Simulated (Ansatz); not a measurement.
Runs of Ansatz 0.2.0 on GaN. Symmetry: P-6m2, No. 187, hexagonal system. Conventional cell: a = 2.981 Å, b = 2.981 Å, c = 2.683 Å, α = 90.00°, β = 90.00°, γ = 120.00°. Ga (site symmetry -6m2) has 6 N at 2.18 Å as nearest neighbours. N (site symmetry -6m2) is surrounded by 6 Ga at 2.18 Å. The cell was built by a generator and needn't be a form met in nature.

```csv
task,level,spin,cell,k mesh,smearing,points for each segment of the path,gap on the mesh (eV),pressure (GPa),relaxed volume (Å³/atom)
band structure,PBEsol,off,as given,10 × 10 × 10,fermi-dirac 0.05 eV,14,none,-6.6,-
band structure,LDA,"SOC, no magnetisation",as given,7 × 7 × 7,fermi-dirac 0.05 eV,14,none,(a),-
relaxation of cell and atoms,BLYP+D4,off,relaxed,10 × 10 × 10,fermi-dirac 0.05 eV,-,none,0.0,10.03
relaxation of cell and atoms,BLYP+D3(BJ),off,relaxed,10 × 10 × 10,fermi-dirac 0.05 eV,-,none,0.0,10.20
single point,PBE,off,as given,10 × 10 × 10,gaussian 0.029 eV,-,none,0.0,-
```

Alike in all rows: potentials or basis Ansatz PAW; cutoff (eV) 420.

Task: Fill in the values left out.

Result: (a) -11.3.

Caveats: the PAW data sets come from PBE, with cores solved anew for the run's functional, which leaves a small shift of forces and pressure (some runs); the plane-wave basis is chosen anew once the cell has moved, so the energies of steps on either side of that aren't comparable (some runs); pairwise dispersion overbinds metals, which lowers pressure and volume (some runs).

A k mesh can miss the band edges, and rows without SOC leave out spin-orbit coupling on Ga.

A gap of «none» marks a metal or a gap under the smearing width.
